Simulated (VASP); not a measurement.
SnO, 4 atoms in the cell. It takes space group P6_3/mmc (No. 194, hexagonal). The conventional cell has a = 4.125 Å, b = 4.125 Å, c = 5.185 Å, α = 90.00°, β = 90.00°, γ = 120.00°. Around Sn (site symmetry -6m2) lie 5 O at 2.38 to 2.59 Å. Around O (site symmetry -6m2) lie 5 Sn at 2.38 to 2.59 Å. The cell was built by a generator and needn't be a form met in nature.

* Program: VASP 6.6.1
* Task: single point
* Functional: HSE06
* Potentials or basis: VASP PAW PBE potentials, release 64 (Sn_d, O)
* Cutoff: 520 eV
* k mesh: 6 × 6 × 2
* Occupations: gaussian, width 0.01 eV
* Spin: no spin polarisation
* Dipole correction: no
* Exchange at q = 0: truncated
* Grid for exact exchange (PRECFOCK): Normal
* Screening parameter: 0.2079 1/A
* Further INCAR settings: ALGO = Normal; EDIFF = 1e-06; NBANDS = 28

Potentials or basis: VASP PAW PBE potentials, release 64 (Sn_d, O).

Launch:

```sh
$ cat potpaw_PBE.64/Sn_d/POTCAR potpaw_PBE.64/O/POTCAR > POTCAR
$ cp INCAR.step1 INCAR
$ mpirun -np 1 vasp_std > vasp.out
$ cp INCAR.step2 INCAR
$ mpirun -np 1 vasp_std > vasp.out
```

Hardware: 1 thread of Intel(R) Xeon(R) 6975P-C (Granite Rapids) (shared host).

Task: Estimate the wall time of this run.

Result: It took 28 min on 1 thread of Intel(R) Xeon(R) 6975P-C (Granite Rapids) (shared host), peak memory 0.33 GiB. Counts: scf iterations 9, k points 14.
